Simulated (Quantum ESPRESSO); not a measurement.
The system is SnTe.

```
Te Sn
1.0
     0.00000    3.15085    3.15085
     3.15085    0.00000    3.15085
     3.15085    3.15085    0.00000
Te Sn
1 1
Direct
  0.50000 0.50000 0.50000
  0.00000 0.00000 0.00000
```

```yaml
Program: Quantum ESPRESSO 7.5
Task: phonons
Functional: RPBE
Potentials_or_basis: PseudoDojo 0.4.1 SR PBE standard
Cutoff: 1088 eV
Density_cutoff: 4354 eV
k_mesh: 7 × 7 × 7
Occupations: gaussian, width 0.272 eV
Spin: no spin polarisation
Mixing_beta: 0.5
Most_SCF_iterations: 120
SCF_threshold: 4e-10 Ry
```

The cell and the atoms were relaxed first, to 34.01 Å³/atom (a = 4.582 Å, b = 4.582 Å, c = 4.582 Å, α = 60.00°, β = 60.00°, γ = 60.00°), and the response was taken there.

The first run showed a gap, so the response started from a second, tighter run with fixed occupations.

Q: What is the highest optical frequency at the zone centre, leaving out the macroscopic field of polar modes?

A: 46i cm⁻¹, a mode of symmetry T1u (IR). With the field the highest mode lies at 101 cm⁻¹.

Optical modes at Γ, degenerate ones joined, polar ones without the macroscopic field:
```
cm⁻¹  components  symmetry  active in  IR intensity, summed ((D/Å)²/amu)
 46i           3       T1u         IR                              52.40
```

Zone-centre frequencies without and with the macroscopic field along z (cm⁻¹):
|  | optical modes in rising order |
| --- | --- |
| without | 46i 46i 46i |
| with the field | 46i 46i 101 |

Caveat: the potentials were made for another functional, which shifts forces and pressure; some modes are imaginary; the gap is small at this level, which inflates the dielectric constant; this odd mesh misses L, where the gap lies, so gap, dielectric constants and Born charges aren't listed.
